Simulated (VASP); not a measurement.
# NbAs: convergence, vacuum levels of a slab or layer

NbAs, slab, 8 atoms in the cell. PBE; PAW potentials Nb_sv, As (PBE set). VASP 6.6.1.

Wanted: face levels within 0.04 eV; energy within 2 meV/atom; forces within 0.02 eV/Å.

Crystal: NbAs, I4_1md; Face: (0 0 1); Atomic planes: 8; Dipole correction: yes.

Face levels: vacuum level at each face, counted from the Fermi level.

POSCAR of the starting run:
```
NbAs
1.0
    3.4714082502      0.0000000000      0.0000000000
    0.0000000000      3.4714082502      0.0000000000
    0.0000000000      0.0000000000     24.7818770703
Nb As
4 4
Direct
    0.4170000000      0.9170000000      0.3414681878
    0.9170000000      0.9170000000      0.4600986207
    0.9170000000      0.4170000000      0.5787290536
    0.4170000000      0.4170000000      0.6973594866
    0.9170000000      0.4170000000      0.3026405134
    0.4170000000      0.4170000000      0.4212709464
    0.4170000000      0.9170000000      0.5399013793
    0.9170000000      0.9170000000      0.6585318122
```

The series start from vacuum (Å): 15; correction: LDIPOL, IDIPOL 3, DIPOL, AMIN 0.01; k spacing (1/Å): 0.3; Cutoff ENCUT (eV): 380; SCF threshold EDIFF (eV): 1e-6; PREC: Accurate; LREAL: .FALSE.; ALGO: Normal. Each series keeps the choices made before it, and each single choice may use up half of a tolerance.

## Vacuum (Å)

| Vacuum (Å) | Face levels, largest deviation (eV) | Energy less reference (meV/atom) | Forces, largest deviation (eV/Å) | SCF iterations | Time (s) |
|---|---|---|---|---|---|
| 6 | 0.317 | 1.2 | 0.021 | 21 | 47 |
| 8 | 0.063 | 0.8 | 0.001 | 21 | 50 |
| 10 | 0.012 | 0.6 | 0.000 | 24 | 53 |
| 12 | 0.009 | 0.4 | 0.000 | 28 | 70 |
| 15 | 0.001 | 0.3 | 0.000 | 32 | 102 |
| 20 | 0.000 | 0.1 | 0.000 | 37 | 114 |
| 25 (reference) | 0.000 | 0.0 | 0.000 | 41 | 154 |

Chosen: 10, the loosest value from which every tighter one stays within half of the tolerance.

## Correction

| Correction | Face levels, largest deviation (eV) | Energy less reference (meV/atom) | Forces, largest deviation (eV/Å) | SCF iterations | Time (s) |
|---|---|---|---|---|---|
| LDIPOL, IDIPOL 3, DIPOL, AMIN 0.01 | 0.000 | 0.0 | 0.000 | 24 | 53 |
| LDIPOL, default AMIN | 0.001 | 0.0 | 0.000 | 24 | 59 |
| LDIPOL, no DIPOL | no result | no result | no result | 150 | 323 |
| IDIPOL 3 alone (energy only) | 0.585 | 2.2 | 0.007 | 23 | 46 |
| kernel truncation, coarsened | 0.035 | -0.7 | 0.000 | 24 | 54 |
| kernel truncation, full padding | 0.007 | -0.7 | 0.000 | 24 | 56 |

Chosen: LDIPOL, IDIPOL 3, DIPOL, AMIN 0.01; no other choice that stays within half of the tolerance saves 30 % of the time.

## k spacing (1/Å)

| k spacing (1/Å) | Face levels, largest deviation (eV) | Energy less reference (meV/atom) | Forces, largest deviation (eV/Å) | SCF iterations | Time (s) |
|---|---|---|---|---|---|
| 0.6 | 0.203 | 30.9 | 0.188 | 24 | 38 |
| 0.45 | 0.176 | 6.7 | 0.235 | 25 | 41 |
| 0.3 | 0.128 | 0.5 | 0.108 | 24 | 53 |
| 0.22 | 0.080 | 1.8 | 0.061 | 24 | 81 |
| 0.16 (reference) | 0.000 | 0.0 | 0.000 | 24 | 130 |

Chosen: 0.16; the next looser run is off by more than half of the tolerance, so convergence isn't shown beyond this value.

## Cutoff ENCUT (eV)

| Cutoff ENCUT (eV) | Face levels, largest deviation (eV) | Energy less reference (meV/atom) | Forces, largest deviation (eV/Å) | SCF iterations | Time (s) |
|---|---|---|---|---|---|
| 240 | 0.007 | -15.4 | 0.118 | 23 | 59 |
| 300 | 0.004 | 0.2 | 0.013 | 24 | 89 |
| 340 | 0.002 | 0.5 | 0.012 | 24 | 117 |
| 380 | 0.001 | -0.4 | 0.008 | 24 | 130 |
| 440 | 0.000 | -0.1 | 0.001 | 24 | 137 |
| 525 (reference) | 0.000 | 0.0 | 0.000 | 24 | 206 |

Chosen: 380.

## SCF threshold EDIFF (eV)

| SCF threshold EDIFF (eV) | Face levels, largest deviation (eV) | Energy less reference (meV/atom) | Forces, largest deviation (eV/Å) | SCF iterations | Time (s) |
|---|---|---|---|---|---|
| 0.001 | 0.116 | 0.4 | 0.024 | 16 | 88 |
| 0.0001 | 0.002 | 0.0 | 0.002 | 21 | 110 |
| 1e-5 | 0.001 | 0.0 | 0.001 | 22 | 111 |
| 1e-6 | 0.000 | 0.0 | 0.000 | 24 | 130 |
| 1e-7 (reference) | 0.000 | 0.0 | 0.000 | 25 | 127 |

Chosen: 0.0001.

## PREC

| PREC | Face levels, largest deviation (eV) | Energy less reference (meV/atom) | Forces, largest deviation (eV/Å) | SCF iterations | Time (s) |
|---|---|---|---|---|---|
| Accurate | 0.000 | 0.0 | 0.000 | 21 | 110 |
| Normal | 0.001 | 0.0 | 0.001 | 21 | 61 |

Chosen: Normal, the fastest of those that stay within half of the tolerance.

## LREAL

| LREAL | Face levels, largest deviation (eV) | Energy less reference (meV/atom) | Forces, largest deviation (eV/Å) | SCF iterations | Time (s) |
|---|---|---|---|---|---|
| .FALSE. | 0.000 | 0.0 | 0.000 | 21 | 61 |
| Auto | 0.000 | 0.4 | 0.020 | 21 | 62 |

Chosen: .FALSE..

## ALGO

| ALGO | Face levels, largest deviation (eV) | Energy less reference (meV/atom) | Forces, largest deviation (eV/Å) | SCF iterations | Time (s) |
|---|---|---|---|---|---|
| Normal | 0.000 | 0.0 | 0.000 | 21 | 61 |
| Fast | 0.006 | 0.0 | 0.023 | 23 | 70 |
| All | 0.021 | 0.0 | 0.094 | 43 | 111 |

Chosen: Normal.

## All choices together

| Input | Face levels, largest deviation (eV) | Energy less reference (meV/atom) | Forces, largest deviation (eV/Å) | Time (s) |
|---|---|---|---|---|
| starting input without the dipole correction (naive) | 0.433 | -0.2 | 0.110 | 78 |
| chosen settings | 0.013 | 0.2 | 0.007 | 61 |
| reference settings throughout | 0.000 | 0.0 | 0.000 | 721 |

The chosen settings stay within the tolerance of the reference run, but the reference itself isn't shown to be converged in: k spacing (1/Å).

Values of the reference run: Face levels: 4.062, 5.093 eV.

## The input

INCAR:
```
SYSTEM = NbAs
PREC = Normal
ENCUT = 380
EDIFF = 1E-4
ISMEAR = 0
SIGMA = 0.1
LREAL = .FALSE.
LASPH = .TRUE.
ALGO = Normal
NELM = 150
LWAVE = .FALSE.
LCHARG = .FALSE.
GGA = PE
KPAR = 4
LVHAR = .TRUE.
LVACPOTAV = .TRUE.
LDIPOL = .TRUE.
IDIPOL = 3
DIPOL = 0.5 0.5 0.5
AMIN = 0.01
```

KPOINTS:
```
Automatic mesh
0
Gamma
  12 12 1
  0 0 0
```

POSCAR:
```
NbAs
1.0
    3.4714082502      0.0000000000      0.0000000000
    0.0000000000      3.4714082502      0.0000000000
    0.0000000000      0.0000000000     19.7818770703
Nb As
4 4
Direct
    0.4170000000      0.9170000000      0.3013982259
    0.9170000000      0.9170000000      0.4500132837
    0.9170000000      0.4170000000      0.5986283416
    0.4170000000      0.4170000000      0.7472433995
    0.9170000000      0.4170000000      0.2527566005
    0.4170000000      0.4170000000      0.4013716584
    0.4170000000      0.9170000000      0.5499867163
    0.9170000000      0.9170000000      0.6986017741
```

Commands:
```
cat potpaw_PBE.64/Nb_sv/POTCAR potpaw_PBE.64/As/POTCAR > POTCAR
mpirun -np 4 vasp_std > vasp.out
```

Limits: The program found no field-free region, so the vacuum level is rough; at EDIFF = 0.0001 other algorithms or programs end up to 4.7 times the tolerance apart, so this threshold passes by luck, and a tighter one is safer.

The chosen input took VASP 6.6.1 61 s on 4 cores (AMD EPYC 7R13 (Zen 3)), a shared host.

## An input that fails: dipole correction along an axis in the plane

It runs to its end, but against the unchanged starting input it is off by 39.693 eV in the face levels, 23744.3 meV/atom in the energy, 30.368 eV/Å in the forces.

Changes against the starting input:
```
- IDIPOL = 3
+ IDIPOL = 1
```
